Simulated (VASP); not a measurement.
Here is a VASP 6.6.1 calculation.

INCAR

```
SYSTEM = KMgF3
  PREC = Accurate
  ENCUT = 600
  EDIFF = 1E-7
  ISMEAR = 0
  SIGMA = 0.02
  LREAL = .False.
  LASPH = .True.
  NELM = 80
  ALGO = Fast
  ISIF = 3
  LWAVE = .False.
  LCHARG = .False.
  GGA = PS
  IBRION = 2
  NSW = 60
  EDIFFG = -0.005
  KPAR = 2
```

The input KPOINTS:

```
Automatic mesh
0
Gamma
  6 6 6
  0 0 0
```

File POSCAR:

```
KMgF3
1.0
    3.9859000000      0.0000000000      0.0000000000
    0.0000000000      3.9859000000      0.0000000000
    0.0000000000      0.0000000000      3.9859000000
K Mg F
1 1 3
Direct
    0.5000000000      0.5000000000      0.5000000000
    0.0000000000      0.0000000000      0.0000000000
    0.0000000000      0.0000000000      0.5000000000
    0.0000000000      0.5000000000      0.0000000000
    0.5000000000      0.0000000000      0.0000000000
```

Potentials or basis: VASP PAW PBE potentials, release 64 (K_sv, Mg, F).

Command:

```console
$ cat potpaw_PBE.64/K_sv/POTCAR potpaw_PBE.64/Mg/POTCAR potpaw_PBE.64/F/POTCAR > POTCAR
$ mpirun -np 2 vasp_std > vasp.out
```

Task: What does it give for the space group after relaxing (to 0.05 Å)?

Result: Pm-3m (No. 221).

Task: Predict the relaxed volume.

Result: 12.64 Å³/atom.

Task: Predict the relaxed cell.

Result: a = 3.983 Å, b = 3.983 Å, c = 3.983 Å, α = 90.00°, β = 90.00°, γ = 90.00°.

Task: Predict the band gap on the k mesh.

Result: 7.14 eV, indirect (least direct gap 7.46 eV).

Final structure:
```
CELL_PARAMETERS angstrom
3.98337 0.00000 0.00000
0.00000 3.98337 0.00000
0.00000 0.00000 3.98337
ATOMIC_POSITIONS crystal
K 0.50000 0.50000 0.50000
Mg 0.00000 0.00000 0.00000
F 0.00000 0.00000 0.50000
F 0.00000 0.50000 0.00000
F 0.50000 0.00000 0.00000
```

Caveat: the PAW data sets were made with another functional, which shifts forces and pressure a little. A k mesh can miss the band edges.
